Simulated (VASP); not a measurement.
# Si (Fd-3m) in VASP: notebook

Aim: see how the results for Si move with the level of theory and the settings. Levels: LDA, r2SCAN. Tasks: single point, relaxation of cell and atoms.

Program: VASP 6.6.1. These are calculated values, not measurements. Logs are shortened: lines on timing, memory, paths and dates and some standing lists are left out, and cuts for length are marked.

**1. The crystal as given**

The structure is cubic, space group Fd-3m (No. 227). Conventional cell: a = 5.431 Å, b = 5.431 Å, c = 5.431 Å, α = 90.00°, β = 90.00°, γ = 90.00°. Si (site symmetry -43m) has 4 Si at 2.35 Å as nearest neighbours.

**2. Single point, LDA**

INCAR reads:

```
SYSTEM = Si
ALGO = Normal ; EDIFF = 1E-6
ENCUT = 520 ; GGA = CA
ISIF = 2 ; ISMEAR = 0
LASPH = .True. ; LCHARG = .True.
LELF = .True. ; LREAL = .False.
LVHAR = .True. ; LWAVE = .False.
NBANDS = 11 ; NELM = 100
PREC = Accurate ; SIGMA = 0.1
```

KPOINTS reads:

```
k-points
0
Gamma
  6 6 6
  0 0 0
```

POSCAR reads:

```
Si
1.0
    0.0000000000      2.7154700000      2.7154700000
    2.7154700000      0.0000000000      2.7154700000
    2.7154700000      2.7154700000      0.0000000000
Si
2
Direct
    0.5000000000      0.5000000000      0.5000000000
    0.7500000000      0.7500000000      0.7500000000
```

Potentials or basis: VASP PAW LDA potentials, release 64 (Si).

Launch:

```bash
cat potpaw_LDA.64/Si/POTCAR > POTCAR
mpirun -np 1 vasp_std > vasp.out
```

OUTCAR:

```text
SYSTEM = Si
   EDIFF = 1E-6
   ENCUT = 520
   GGA = CA
   ISIF = 2
   ISMEAR = 0
   LASPH = .True.
   LREAL = .False.
   NELM = 100
   PREC = Accurate

 ion  position               nearest neighbor table
   1  0.500  0.500  0.500-   2 2.35   2 2.35   2 2.35   2 2.35
   2  0.750  0.750  0.750-   1 2.35   1 2.35   1 2.35   1 2.35

  LATTYP: Found a face centered cubic cell.
 ALAT       =     5.4309400000

  Lattice vectors:

 A1 = (   0.0000000000,   2.7154700000,   2.7154700000)
 A2 = (   2.7154700000,   0.0000000000,   2.7154700000)
 A3 = (   2.7154700000,   2.7154700000,   0.0000000000)

Analysis of symmetry for initial positions (statically):
=====================================================================
 Subroutine PRICEL returns:
 Original cell was already a primitive cell.

 Routine SETGRP: Setting up the symmetry group for a
 face centered cubic supercell.

 Subroutine GETGRP returns: Found 48 space group operations
 (whereof 24 operations were pure point group operations)
 out of a pool of 48 trial point group operations.

The static configuration has the point symmetry T_d .
 The point group associated with its full space group is O_h .

Analysis of symmetry for dynamics (positions and initial velocities):
=====================================================================
 Subroutine PRICEL returns:
 Original cell was already a primitive cell.

 Routine SETGRP: Setting up the symmetry group for a
 face centered cubic supercell.

 Subroutine GETGRP returns: Found 48 space group operations
 (whereof 24 operations were pure point group operations)
 out of a pool of 48 trial point group operations.

The dynamic configuration has the point symmetry T_d .
 The point group associated with its full space group is O_h .

 Subroutine INISYM returns: Found 48 space group operations
 (whereof 24 operations are pure point group operations),
 and found     1 'primitive' translations

----------------------------------------------------------------------------------------

                                     Primitive cell

  volume of cell :      40.0465

  direct lattice vectors                    reciprocal lattice vectors
     0.000000000  2.715470000  2.715470000    -0.184130187  0.184130187  0.184130187
     2.715470000  0.000000000  2.715470000     0.184130187 -0.184130187  0.184130187
     2.715470000  2.715470000  0.000000000     0.184130187  0.184130187 -0.184130187

  length of vectors
     3.840254502  3.840254502  3.840254502     0.318922840  0.318922840  0.318922840

  position of ions in fractional coordinates (direct lattice)
     0.500000000  0.500000000  0.500000000
     0.750000000  0.750000000  0.750000000
[... 80 lines left out ...]
   NUPDOWN=      -1.0000    fix difference up-down
   EMIN   =  10.00;   EMAX   =-10.00  energy-range for DOS
   EFERMI =   0.00;   METHOD = LEGACY
   ISMEAR =     0;   SIGMA  =   0.10  broadening in eV -4-tet -1-fermi 0-gaus
   EFERMI_NEDOS =   21; number of points for ismear=-14 and -15
   IALGO  =     38    algorithm
   IMIX   =      4    mixing-type and parameters
     AMIX     =   0.40;   BMIX     =  1.00
     AMIX_MAG =   1.60;   BMIX_MAG =  1.00
  volume/ion in A,a.u.               =      20.02       135.12
  Fermi-wavevector in a.u.,A,eV,Ry     =   0.957010  1.808487 12.461143  0.915868
  Thomas-Fermi vector in A             =   2.085990
   LORBIT       =      0    0 simple, 1 ext, 2 COOP (PROOUT), +10 PAW based schemes
   GGA     = CA    functional components
   LHFCALC =     F    Hartree Fock is set to
   AEXX    =    0.0000 exact exchange contribution
   IVDW    =     0    specifies the selected vdW correction
   LEPSILON=     F    determine dielectric tensor
   LRPA    =     F    only Hartree local field effects (RPA)
 non-spin polarized calculation
 Gauss-broadening in eV      SIGMA  =   0.10
  energy-cutoff  :      520.00
  volume of cell :       40.05
 maximum number of plane-waves:      1090
 NGX is ok and might be reduce to    30
   NGX = 15   NGY = 15   NGZ = 15

 number of electron       8.0000000 magnetization

 Free energy of the ion-electron system (eV)
  ---------------------------------------------------
  ext. energy  EPLUGINS =         0.00000000
  ---------------------------------------------------
  free energy    TOTEN  =       -11.89122587 eV

  energy without entropy =      -11.89122556  energy(sigma->0) =      -11.89122571

 E-fermi :   6.0695     XC(G=0):  -9.6023

 val. band max:        5.7770096749   @ k =   0.0000   0.0000   0.0000
 cond. band min:       6.3754383568   @ k =   0.5000   0.5000   0.0000
 fundamental gap:      0.5984286819
 Fermi energy:         6.0694720604

 k-point     1 :       0.0000    0.0000    0.0000
  band No.  band energies     occupation
      1      -6.1817      2.00000
      2       5.7770      1.99996
      3       5.7770      1.99996
      4       5.7770      1.99996
      5       8.2970      0.00000
      6       8.2970      0.00000
      7       8.2970      0.00000
      8       8.9842      0.00000
      9      13.4473      0.00000
     10      13.5001      0.00000
     11      13.5001      0.00000
[... 197 lines left out ...]
 k-point    16 :      -0.3333    0.5000    0.1667
  band No.  band energies     occupation
      1      -1.9151      2.00000
      2      -1.9151      2.00000
      3       2.1067      2.00000
      4       2.1067      2.00000
      5       8.4338      0.00000
      6       8.4338      0.00000
      7      12.4518      0.00000
      8      12.4518      0.00000
      9      16.2507      0.00000
     10      16.2507      0.00000
     11      18.6293      0.00000

------------------------ aborting loop because EDIFF is reached ----------------------------------------

  FORCE on cell =-STRESS in cart. coord.  units (eV):
  Direction    XX          YY          ZZ          XY          YZ          ZX
  --------------------------------------------------------------------------------------
  -------------------------------------------------------------------------------------
  Total       -0.3475717     -0.3475717     -0.3475717     -0.0000000      0.0000000      0.0000000
  in kB      -13.9056091    -13.9056091    -13.9056091     -0.0000000      0.0000000      0.0000000
  external PRESSURE =     -13.9056091 kB  Pullay stress =       0.0000000 kB

 VOLUME and BASIS-vectors are now :
 -----------------------------------------------------------------------------
  energy-cutoff  :      520.00
  volume of cell :       40.05
      direct lattice vectors                 reciprocal lattice vectors
     0.000000000  2.715470000  2.715470000    -0.184130187  0.184130187  0.184130187
     2.715470000  0.000000000  2.715470000     0.184130187 -0.184130187  0.184130187
     2.715470000  2.715470000  0.000000000     0.184130187  0.184130187 -0.184130187

 POSITION                                       TOTAL-FORCE (eV/Angst)
 -----------------------------------------------------------------------------------
      2.71547      2.71547      2.71547         0.000000      0.000000      0.000000
      4.07320      4.07320      4.07320        -0.000000     -0.000000     -0.000000
 -----------------------------------------------------------------------------------
    total drift:                                0.000000     -0.000000     -0.000000

  FREE ENERGIE OF THE ION-ELECTRON SYSTEM (eV)
  ---------------------------------------------------
  free  energy   TOTEN  =       -11.8912258668 eV

  energy  without entropy=      -11.8912255563  energy(sigma->0) =      -11.89122571
```

OSZICAR:

```text
N       E                     dE             d eps       ncg     rms          rms(c)
DAV:   1     0.746186602359E+01    0.74619E+01   -0.32521E+03   352   0.587E+02
DAV:   2    -0.115658198975E+02   -0.19028E+02   -0.18497E+02   470   0.859E+01
DAV:   3    -0.121530081507E+02   -0.58719E+00   -0.58447E+00   443   0.134E+01
DAV:   4    -0.121579188323E+02   -0.49107E-02   -0.49100E-02   436   0.156E+00
DAV:   5    -0.121579636074E+02   -0.44775E-04   -0.44774E-04   458   0.138E-01    0.502E+00
DAV:   6    -0.119749907988E+02    0.18297E+00   -0.10320E-01   411   0.128E+00    0.301E+00
DAV:   7    -0.118910169882E+02    0.83974E-01   -0.18580E-01   403   0.177E+00    0.226E-01
DAV:   8    -0.118912420701E+02   -0.22508E-03   -0.78335E-03   406   0.485E-01    0.813E-02
DAV:   9    -0.118912206734E+02    0.21397E-04   -0.20325E-04   455   0.778E-02    0.625E-02
DAV:  10    -0.118912260951E+02   -0.54217E-05   -0.15091E-05   409   0.228E-02    0.254E-02
DAV:  11    -0.118912258668E+02    0.22830E-06   -0.10022E-06   270   0.521E-03
   1 F= -.11891226E+02 E0= -.11891226E+02  d E =-.310435E-06
```

Wall time 3.8 s (1 thread of AMD EPYC 9R45 (Zen 5), shared host); peak memory 0.1 GiB.

What came out:

* Free energy: -11.8912 eV
* Pressure: -1.4 GPa
* Band gap on the k mesh: 0.60 eV, indirect (least direct gap 2.52 eV)

A k mesh can miss the band edges.

**3. Single point, r2SCAN**

This run uses another cell than the first one, of 19.70 Å³/atom, 0.984 times its volume.

POSCAR reads:

```
Si
1.0
    0.0000000000      2.7009735901      2.7009735901
    2.7009735901      0.0000000000      2.7009735901
    2.7009735901      2.7009735901      0.0000000000
Si
2
Direct
    0.5000000000      0.5000000000      0.5000000000
    0.7500000000      0.7500000000      0.7500000000
```

INCAR.step1 reads:

```
ALGO = Normal ; EDIFF = 1E-4
ENCUT = 520 ; GGA = PE
ISMEAR = 0 ; LASPH = T
LCHARG = F ; LREAL = F
LWAVE = T ; NBANDS = 11
NELM = 100 ; PREC = Accurate
SIGMA = 0.02
```

INCAR.step2 reads:

```
ALGO = Normal ; EDIFF = 1E-6
ENCUT = 520 ; ISIF = 2
ISMEAR = 0 ; ISTART = 1
LASPH = T ; LCHARG = F
LMIXTAU = T ; LREAL = F
LWAVE = F ; METAGGA = R2SCAN
NBANDS = 11 ; NELM = 100
PREC = Accurate ; SIGMA = 0.02
```

KPOINTS reads:

```
k-points
0
Gamma
  10 10 10
```

Potentials or basis: VASP PAW PBE potentials, release 64 (Si).

Launch:

```bash
cat potpaw_PBE.64/Si/POTCAR > POTCAR
cp INCAR.step1 INCAR
mpirun -np 1 vasp_std > vasp.out
cp INCAR.step2 INCAR
mpirun -np 1 vasp_std > vasp.out
```

Wall time 35 s (1 thread of AMD EPYC 9R45 (Zen 5), shared host); peak memory 0.13 GiB.

The run converged. Its results:

```yaml
Free_energy: -17.5445 eV
Pressure: 2.1 GPa
Band_gap_on_the_k_mesh: 0.75 eV, indirect (least direct gap 2.77 eV)
```

Levels at points of the mesh, in eV from the valence-band top:
```
           k point  band 2  band 3  band 4  band 5  band 6  band 7
(0.00, 0.00, 0.00)    0.00    0.00    0.00    2.77    2.77    2.77
(0.50, 0.00, 0.00)   -7.35   -1.29   -1.29    1.95    3.58    3.58
(0.50, 0.50, 0.00)   -8.21   -3.06   -3.06    0.89    0.89   11.03
```

Caveat: the PAW data sets were made with another functional, which shifts forces and pressure a little.

**4. Single point, LDA**

This run uses another cell than the first one, of 19.70 Å³/atom, 0.984 times its volume.

INCAR reads:

```
SYSTEM = Si
  PREC = Accurate
  ENCUT = 520
  EDIFF = 1E-7
  ISMEAR = 0
  SIGMA = 0.02
  LREAL = .FALSE.
  LASPH = .TRUE.
  NELM = 100
  ALGO = Normal
  ISIF = 2
  LWAVE = .FALSE.
  LCHARG = .FALSE.
  NBANDS = 11
```

KPOINTS reads:

```
regular mesh
0
G
  12 12 12
  0 0 0
```

POSCAR reads:

```
Si
1.0
    0.0000000000      2.7009735921      2.7009735921
    2.7009735921      0.0000000000      2.7009735921
    2.7009735921      2.7009735921      0.0000000000
Si
2
Direct
    0.5000000000      0.5000000000      0.5000000000
    0.7500000000      0.7500000000      0.7500000000
```

Potentials or basis: VASP PAW LDA potentials, release 64 (Si).

Launch:

```bash
cat potpaw_LDA.64/Si/POTCAR > POTCAR
mpirun -np 1 vasp_std > vasp.out
```

It took 25 s on 1 thread of AMD EPYC 7R13 (Zen 3), shared host; peak memory 0.11 GiB.

Results (log left out):

```
Free energy            : -11.9197 eV
Pressure               : 0.0 GPa
Band gap on the k mesh : 0.44 eV, indirect (least direct gap 2.53 eV)
```

Levels at points of the mesh, in eV from the valence-band top:
```csv
k point,band 1,band 2,band 3,band 4,band 5,band 6,band 7,band 8,band 9
"(0.00, 0.00, 0.00)",-12.07,0.00,0.00,0.00,2.53,2.53,2.53,3.39,7.74
"(0.50, 0.00, 0.00)",-9.69,-7.07,-1.21,-1.21,1.49,3.29,3.29,7.54,10.56
"(0.50, 0.50, 0.00)",-7.86,-7.86,-2.89,-2.89,0.57,0.57,10.11,10.11,10.97
```

**5. Relaxation of cell and atoms, LDA**

This run uses another cell than the first one, of 19.70 Å³/atom, 0.984 times its volume.

INCAR reads:

```
SYSTEM = Si
PREC = Accurate
ENCUT = 600
EDIFF = 1E-7
ISMEAR = 0
SIGMA = 0.02
LREAL = .FALSE.
LASPH = .TRUE.
NELM = 60
ALGO = Normal
ISIF = 3
LWAVE = .FALSE.
LCHARG = .FALSE.
GGA = CA
IBRION = 2
NSW = 100
EDIFFG = -0.005
```

KPOINTS is that of step 4.

POSCAR is that of step 4.

Launch:

```bash
cat potpaw_LDA.64/Si/POTCAR > POTCAR
mpirun -np 1 vasp_std > vasp.out
```

It took 36 s on 1 thread of AMD EPYC 7R13 (Zen 3), shared host; peak memory 0.13 GiB.

It converged, with:

| Item | Value |
| --- | --- |
| Free energy | -11.9199 eV |
| Relaxed volume | 19.72 Å³/atom |
| Relaxed cell | a = 3.820 Å, b = 3.820 Å, c = 3.820 Å, α = 60.00°, β = 60.00°, γ = 60.00° |
| Space group after relaxing (to 0.05 Å) | Fd-3m (No. 227) |
| Energy gained by relaxing | 0.0 meV/atom |
| Ionic steps | 3 |
| Pressure after relaxing | 0.0 GPa |
| Band gap on the k mesh | 0.44 eV, indirect (least direct gap 2.53 eV) |

Final structure:
```cif
data_structure
_symmetry_space_group_name_H-M 'P 1'
_symmetry_Int_Tables_number 1
_cell_length_a 3.8205
_cell_length_b 3.8205
_cell_length_c 3.8205
_cell_angle_alpha 60.000
_cell_angle_beta 60.000
_cell_angle_gamma 60.000
_cell_volume 39.43
loop_
_atom_site_label
_atom_site_type_symbol
_atom_site_fract_x
_atom_site_fract_y
_atom_site_fract_z
_atom_site_occupancy
Si1 Si 0.50000 0.50000 0.50000 1
Si2 Si 0.75000 0.75000 0.75000 1
```

Levels at points of the mesh, in eV from the valence-band top:
| k point | band 1 | band 2 | band 3 | band 4 | band 5 | band 6 | band 7 | band 8 |
| --- | --- | --- | --- | --- | --- | --- | --- | --- |
| (0.00, 0.00, 0.00) | -12.06 | 0.00 | 0.00 | 0.00 | 2.53 | 2.53 | 2.53 | 3.39 |
| (0.50, 0.00, 0.00) | -9.69 | -7.06 | -1.21 | -1.21 | 1.48 | 3.29 | 3.29 | 7.54 |
| (0.50, 0.50, 0.00) | -7.86 | -7.86 | -2.89 | -2.89 | 0.58 | 0.58 | 10.11 | 10.11 |

**6. Single point, LDA**

This run uses another cell than the first one, of 19.70 Å³/atom, 0.984 times its volume.

INCAR reads:

```
SYSTEM = Si
PREC = Accurate
ENCUT = 520
EDIFF = 1E-6
ISMEAR = 0
SIGMA = 0.02
LREAL = .FALSE.
LASPH = .TRUE.
NELM = 100
ALGO = Fast
ISIF = 2
LWAVE = .FALSE.
LCHARG = .FALSE.
GGA = CA
NBANDS = 11
```

KPOINTS reads:

```
regular mesh
0
G
  10 10 10
  0 0 0
```

POSCAR is that of step 5.

Potentials or basis: VASP PAW LDA potentials, release 64 (Si).

Launch:

```bash
cat potpaw_LDA.64/Si/POTCAR > POTCAR
mpirun -np 1 vasp_std > vasp.out
```

OUTCAR:

```text
SYSTEM = Si
   PREC = Accurate
   ENCUT = 520
   EDIFF = 1E-6
   ISMEAR = 0
   LREAL = .FALSE.
   LASPH = .TRUE.
   NELM = 100
   ISIF = 2
   GGA = CA

 ion  position               nearest neighbor table
   1  0.500  0.500  0.500-   2 2.34   2 2.34   2 2.34   2 2.34
   2  0.750  0.750  0.750-   1 2.34   1 2.34   1 2.34   1 2.34

  LATTYP: Found a face centered cubic cell.
 ALAT       =     5.4019471842

  Lattice vectors:

 A1 = (   0.0000000000,   2.7009735921,   2.7009735921)
[... 525 lines left out ...]

------------------------ aborting loop because EDIFF is reached ----------------------------------------

  FORCE on cell =-STRESS in cart. coord.  units (eV):
  Direction    XX          YY          ZZ          XY          YZ          ZX
  --------------------------------------------------------------------------------------
  -------------------------------------------------------------------------------------
  Total        0.0095898      0.0095898      0.0095898      0.0000000      0.0000000     -0.0000000
  in kB        0.3898793      0.3898793      0.3898793      0.0000000      0.0000000     -0.0000000
  external PRESSURE =       0.3898793 kB  Pullay stress =       0.0000000 kB

 VOLUME and BASIS-vectors are now :
 -----------------------------------------------------------------------------
  energy-cutoff  :      520.00
  volume of cell :       39.41
      direct lattice vectors                 reciprocal lattice vectors
     0.000000000  2.700973592  2.700973592    -0.185118433  0.185118433  0.185118433
     2.700973592  0.000000000  2.700973592     0.185118433 -0.185118433  0.185118433
     2.700973592  2.700973592  0.000000000     0.185118433  0.185118433 -0.185118433

 POSITION                                       TOTAL-FORCE (eV/Angst)
 -----------------------------------------------------------------------------------
      2.70097      2.70097      2.70097        -0.000000     -0.000000     -0.000000
      4.05146      4.05146      4.05146         0.000000      0.000000      0.000000
 -----------------------------------------------------------------------------------
    total drift:                                0.000000      0.000000     -0.000000

  FREE ENERGIE OF THE ION-ELECTRON SYSTEM (eV)
  ---------------------------------------------------
  free  energy   TOTEN  =       -11.9190816308 eV

  energy  without entropy=      -11.9190816308  energy(sigma->0) =      -11.91908163
```

stdout:

```text
POSCAR found type information on POSCAR Si
 POSCAR found :  1 types and       2 ions
 scaLAPACK will be used
 LDA part: xc-table for (Slater(with rela. corr.)+CA(PZ))
 , standard interpolation
 POSCAR, INCAR and KPOINTS ok, starting setup
 FFT: planning ... GRIDC
 FFT: planning ... GRID_SOFT
 FFT: planning ... GRID
 WAVECAR not read
 entering main loop
```

It took 18 s on 1 thread of AMD EPYC 7R13 (Zen 3), shared host; peak memory 0.1 GiB.

Results:

- Free energy: -11.9191 eV
- Pressure: 0.0 GPa
- Band gap on the k mesh: 0.45 eV, indirect (least direct gap 2.53 eV)

**7. The runs side by side**

| task | level | potentials or basis | cell | k mesh | cutoff (eV) | smearing | gap on the mesh (eV) | pressure (GPa) |
| --- | --- | --- | --- | --- | --- | --- | --- | --- |
| single point | LDA | VASP PAW LDA potentials, release 64 (Si) | Fd-3m, 20.02 Å³/atom | 6 × 6 × 6 | 520 | gaussian 0.1 eV | 0.60 | -1.4 |
| single point | r2SCAN | VASP PAW PBE potentials, release 64 (Si) | Fd-3m, 19.7 Å³/atom | 10 × 10 × 10 | 520 | gaussian 0.02 eV | 0.75 | 2.1 |
| single point | LDA | VASP PAW LDA potentials, release 64 (Si) | Fd-3m, 19.7 Å³/atom | 12 × 12 × 12 | 520 | gaussian 0.02 eV | 0.44 | 0.0 |
| relaxation of cell and atoms | LDA | VASP PAW LDA potentials, release 64 (Si) | relaxed | 12 × 12 × 12 | 600 | gaussian 0.02 eV | 0.44 | 0.0 |
| single point | LDA | VASP PAW LDA potentials, release 64 (Si) | Fd-3m, 19.7 Å³/atom | 10 × 10 × 10 | 520 | gaussian 0.02 eV | 0.45 | 0.0 |

Alike in all rows: no spin polarisation.

Caveats: the PAW data sets were made with another functional, which shifts forces and pressure a little (some runs).

Total energies depend on the potentials used, so only differences within one code and one set of settings carry meaning.
